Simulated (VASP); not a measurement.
The system is PtS2.

```
Pt S
1.0
     3.11651   -1.91048    0.00000
     3.11651    1.91048    0.00000
    -0.00307    0.00000    4.39494
Pt S
1 2
Direct
  0.00000 0.00000 0.00000
  0.68790 0.68790 0.28890
  0.31210 0.31210 0.71110
```

The cell was built by a generator and isn't the measured one.

Base run:

```yaml
Program: VASP 6.6.1
Functional: LDA
Potentials_or_basis: VASP PAW LDA potentials, release 64 (Pt, S)
Cutoff: 520 eV
k_mesh: 6 × 6 × 4
Occupations: gaussian, width 0.05 eV
Spin: collinear spin, ferromagnetic start
Starting_moments: "[0.5, 0.0, 0.0] μB"
Hubbard_terms: Pt d U = 5 eV
```

Its results: band gap on the k mesh none (metal or under the smearing width); pressure -14.8 GPa; net moment 0.00 μB per cell; largest force 1.386 eV/Å.

Question: The run is repeated on the same cell with these changes: hubbard terms from Pt d U = 5 eV to Pt d U = 3 eV; further incar settings from ALGO = Normal; EDIFF = 1e-06 to ALGO = Normal; EDIFF = 1e-07. What comes out?

Answer: Band gap on the k mesh none (metal or under the smearing width); pressure -13.6 GPa; net moment 0.00 μB per cell; largest force 1.465 eV/Å.

Caveats: forces of over 1 eV/Å show positions far from the minimum, so gaps and moduli don't describe the material at rest.
